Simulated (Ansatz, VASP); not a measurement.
Ga in VASP and in Ansatz

```xyz
1
Lattice="0.0000 2.0717 2.0717 2.0717 0.0000 2.0717 2.0717 2.0717 0.0000" Properties=species:S:1:pos:R:3 pbc="T T T"
Ga    0.0000    0.0000    0.0000
```

Alike in both runs: task single point; functional PBEsol; k mesh 15 × 15 × 15; occupations fermi-dirac, width 0.1 eV; no spin polarisation.

|  | VASP | Ansatz |
| --- | --- | --- |
| version | VASP 6.6.1 | Ansatz 0.2.0 |
| potentials or method | VASP PAW PBE potentials, release 64 (Ga_d) | plane waves (420 eV) with PAW, scalar-relativistic |
| plane-wave cutoff (eV) | 520 | 420 |
| valence electrons in the cell | 13 | 13 |

|  | VASP | Ansatz | Ansatz less VASP |
| --- | --- | --- | --- |
| pressure (GPa) | -0.3 | -0.4 | -0.04 |

The functional is the same, so the differences come from potentials, cutoffs and numerics. Ansatz warned: «pseudo_functional_mismatch».

Caveats: the PAW data sets were made with another functional, which shifts forces and pressure a little (VASP).
